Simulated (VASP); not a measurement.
Wanted: the native input for a VASP 6.6.1 run.

```yaml
Task: relaxation of cell and atoms
Functional: PBE
Potentials_or_basis: VASP PAW PBE potentials, release 64 (Zn, Ga_d, O)
Cutoff: 520 eV
k_mesh: 5 × 5 × 2
Occupations: gaussian, width 0.15 eV
Spin: no spin polarisation
Further_INCAR_settings: PREC = Normal; ALGO = Fast; EDIFF = 0.0001; IBRION = 2; EDIFFG = -0.08; NSW = 24; ISIF = 3
```

The structure of Zn2Ga2O3 lies in POSCAR:

```
Zn2Ga2O3
1.0
    3.0800000000      0.0000000000      0.0000000000
   -1.5400000000      2.6673582400      0.0000000000
    0.0000000000      0.0000000000     10.8500000000
Zn Ga O
2 2 3
Direct
    0.3333333300      0.6666666700      0.3800000000
    0.6666666700      0.3333333300      0.6200000000
    0.3333333300      0.6666666700      0.0950000000
    0.6666666700      0.3333333300      0.9050000000
    0.6666666700      0.3333333300      0.1800000000
    0.3333333300      0.6666666700      0.8200000000
    0.0000000000      0.0000000000      0.0000000000
```

The cell was built by a generator and needn't be a form met in nature.

One way to write it, as run:

INCAR

```
PREC = Normal ; ENCUT = 520
EDIFF = 1E-4 ; ISMEAR = 0
SIGMA = 0.15 ; LREAL = False
LASPH = True ; NELM = 60
ALGO = Fast ; ISIF = 3
LWAVE = False ; LCHARG = False
GGA = PE ; IBRION = 2
NSW = 24 ; EDIFFG = -0.08
```

KPOINTS

```
regular mesh
0
Gamma
  5 5 2
```

Potentials or basis: VASP PAW PBE potentials, release 64 (Zn, Ga_d, O).

The run is started by

```sh
$ cat potpaw_PBE.64/Zn/POTCAR potpaw_PBE.64/Ga_d/POTCAR potpaw_PBE.64/O/POTCAR > POTCAR
$ mpirun -np 1 vasp_std > vasp.out
```

Results of the run:

The relaxed volume is 14.01 Å³/atom, the relaxed cell is a = 2.996 Å, b = 2.996 Å, c = 12.620 Å, α = 90.00°, β = 90.00°, γ = 120.00° and the space group after relaxing (to 0.05 Å) is P-3m1 (No. 164). The energy gained by relaxing is 386.9 meV/atom, the ionic steps are 16 and the pressure after relaxing is 0.3 GPa. The largest force after relaxing is 0.029 eV/Å and the band gap on the k mesh is none (metal or under the smearing width).

Caveat: the k mesh is coarse (spacing up to 0.47 Å⁻¹), so the values aren't converged; the relaxation stopped at a loose force limit of 0.08 eV/Å, so its end isn't a converged minimum.

Run time: 120 s on 1 thread of Intel(R) Xeon(R) 6975P-C (Granite Rapids), on a shared host, peak memory 0.17 GiB.
